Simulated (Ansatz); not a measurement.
**Cu in Ansatz: the effect of functional**

Crystal: Cu.

```
CELL_PARAMETERS angstrom
0.00000 1.77060 1.77060
1.77060 0.00000 1.77060
1.77060 1.77060 0.00000
ATOMIC_POSITIONS crystal
Cu 0.00000 0.00000 0.00000
```

The cell isn't the ideal one: volume scaled by 0.94.

Alike in all runs:

| Property | Result |
| --- | --- |
| Program | Ansatz 0.2.0 |
| Task | single point |
| Potentials or basis | Ansatz PAW |
| k mesh | 13 × 13 × 13 |
| Occupations | fermi-dirac, width 0.05 eV |
| Spin | no spin polarisation |

Question: One run gave: pressure -3.6 GPa. Which functional did it use?
A. LDA
B. r2SCAN
C. PBE

Answer: A.

```tsv
functional	cutoff	pressure (GPa)
LDA	420 eV (not typed: the program's choice for these potentials)	-3.6
r2SCAN	500 eV (not typed: the program's choice for these potentials)	5.2
PBE	420 eV (not typed: the program's choice for these potentials)	12.5
```

Caveats: the PAW data sets come from PBE, with cores solved anew for the run's functional, which leaves a small shift of forces and pressure (some runs).
